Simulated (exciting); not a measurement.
Here is an exciting (release sodium) calculation.

input.xml

```xml
<input>
  <title>Au</title>
  <structure speciespath="./" tshift="false">
    <crystal scale="1">
      <basevect>5.193742178183 0.000000000000 0.000000000000</basevect>
      <basevect>0.000000000000 5.193742178183 0.000000000000</basevect>
      <basevect>0.000000000000 0.000000000000 5.193742178183</basevect>
    </crystal>
    <species speciesfile="Au.xml" rmt="2.3">
      <atom coord="0.500000000000 0.500000000000 0.500000000000"/>
    </species>
  </structure>
  <groundstate do="fromscratch" ngridk="10 10 10" rgkmax="9" gmaxvr="14" lmaxapw="10" lmaxmat="10" lmaxvr="8" xctype="GGA_PBE" stype="Fermi Dirac" swidth="0.00183747" nempty="12" ValenceRelativity="iora*" epsengy="1e-05" epspot="1e-05" maxscl="60" tforce="true" outputlevel="normal"/>
</input>
```

Potentials or basis: all-electron LAPW+lo, shipped species files, valence relativity iora*.

Launch:

```sh
$ OMP_NUM_THREADS=1 exciting_smp
```

Problem. Predict the band gap on the k mesh.

Solution. None (metal or under the smearing width).

 Spin-orbit coupling is left out, which matters for the levels of Au.
